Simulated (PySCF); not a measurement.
Trends in electronic spectra. Computed with TDDFT CAM-B3LYP/def2-SVPD, vertical, gas phase, core orbitals frozen in the response in PySCF 2.14.0, density-fitted response routines. Geometries: GFN2-xTB; one conformer of each isolated species. Triplets are in the Tamm–Dancoff approximation.

Question: Rank by computed S1–T1 gap, highest first.
A. `C=CCO`
B. `CCC=O`
C. `O=S(=O)(Cl)c1ccco1`
D. `P(=C=O)c1ccc(Cl)cc1`

Answer: A (2.40 eV), C (1.56 eV), B (0.60 eV), D (0.33 eV).

```
            SMILES  S1−T1 (eV)  S1 (eV)  T1 (eV)  S1 mainly  T1 mainly  f(S1)
             C=CCO        2.40     6.88     4.48  H→L (53%)  H→L (67%)  0.066
O=S(=O)(Cl)c1ccco1        1.56     5.27     3.71  H→L (94%)  H→L (68%)  0.181
             CCC=O        0.60     4.41     3.80  H→L (98%)  H→L (98%)  0.000
 O=C=Pc1ccc(Cl)cc1        0.33     2.48     2.15  H→L (90%)  H→L (88%)  0.001
```

H and L stand for HOMO and LUMO. Singlets come from full response and triplets from the Tamm–Dancoff approximation.
